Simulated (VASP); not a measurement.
# InAs: relaxation of cell and atoms with r2SCAN

InAs:

```
CELL_PARAMETERS angstrom
0.00000 3.05513 3.05513
3.05513 0.00000 3.05513
3.05513 3.05513 0.00000
ATOMIC_POSITIONS crystal
In 0.00000 0.00000 0.00000
As 0.25000 0.25000 0.25000
```

```
Program                : VASP 6.6.1
Task                   : relaxation of cell and atoms
Functional             : r2SCAN
Potentials or basis    : VASP PAW PBE potentials, release 64 (In_d, As)
Cutoff                 : 600 eV
k mesh                 : 10 × 10 × 10
Occupations            : gaussian, width 0.03 eV
Spin                   : no spin polarisation
Further INCAR settings : ALGO = Normal; EDIFF = 1e-07; IBRION = 2; EDIFFG = -0.005; NSW = 90; ISIF = 3
```

```
Pressure after relaxing : 0.0 GPa
Band gap on the k mesh  : 0.08 eV, direct
```

Final structure:
```
In As
1.0
     0.00000    3.05513    3.05513
     3.05513    0.00000    3.05513
     3.05513    3.05513    0.00000
In As
1 1
Direct
  0.00000 0.00000 0.00000
  0.25000 0.25000 0.25000
```

Levels at points of the mesh, in eV from the valence-band top:
| k point | band 5 | band 6 | band 7 | band 8 | band 9 | band 10 | band 11 | band 12 | band 13 |
| --- | --- | --- | --- | --- | --- | --- | --- | --- | --- |
| (0.00, 0.00, 0.00) | -14.66 | -12.10 | 0.00 | 0.00 | 0.00 | 0.08 | 4.26 | 4.26 | 4.26 |
| (0.50, 0.00, 0.00) | -14.65 | -10.65 | -5.72 | -0.97 | -0.97 | 1.25 | 5.03 | 5.03 | 7.24 |
| (0.50, 0.50, 0.00) | -14.64 | -10.12 | -5.80 | -2.29 | -2.29 | 1.87 | 2.34 | 9.62 | 9.72 |

It took 2.3 min on 1 thread of Intel(R) Xeon(R) 6975P-C (Granite Rapids), with other jobs on the host, peak memory 0.25 GiB.

Caveat: the relaxation stopped at its first step, so nothing moved; the PAW data sets were made with another functional, which shifts forces and pressure a little; spin-orbit coupling is left out, which moves the levels of the heavy elements. r2SCAN opens gaps a little over a GGA but as a rule still falls short of measured ones.
